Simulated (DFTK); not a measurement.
Crystal: HfN.

```
Hf N
1.0
     0.00000    2.25600    2.25600
     2.25600    0.00000    2.25600
     2.25600    2.25600    0.00000
Hf N
1 1
Direct
  0.00000 0.00000 0.00000
  0.50000 0.50000 0.50000
```

Base run:

```yaml
Program: DFTK 0.8.2
Functional: TPSS
Potentials_or_basis: SG15 1.2 (PBE)
Cutoff: 1225 eV
k_mesh: 8 × 8 × 8
Occupations: fermi-dirac, width 0.05 eV
Spin: no spin polarisation
```

Its results: band gap on the k mesh none (metal or under the smearing width); pressure 6.9 GPa.

**Question.** After a change of settings the same cell gave: band gap on the k mesh none (metal or under the smearing width); pressure -7.3 GPa. Which change was it?
A. functional from TPSS to TASK
B. functional from TPSS to AM05
C. functional from TPSS to r2SCAN
D. functional from TPSS to LDA

**Answer.** C.

Caveats: the potentials were made for another functional, which shifts forces and pressure; spin-orbit coupling is left out, which moves the levels of the heavy elements; the program warned that the kinetic-energy density falls under its von Weizsäcker bound, which can give unphysical results (some runs).

Runs at the PBE level aren't shown here.
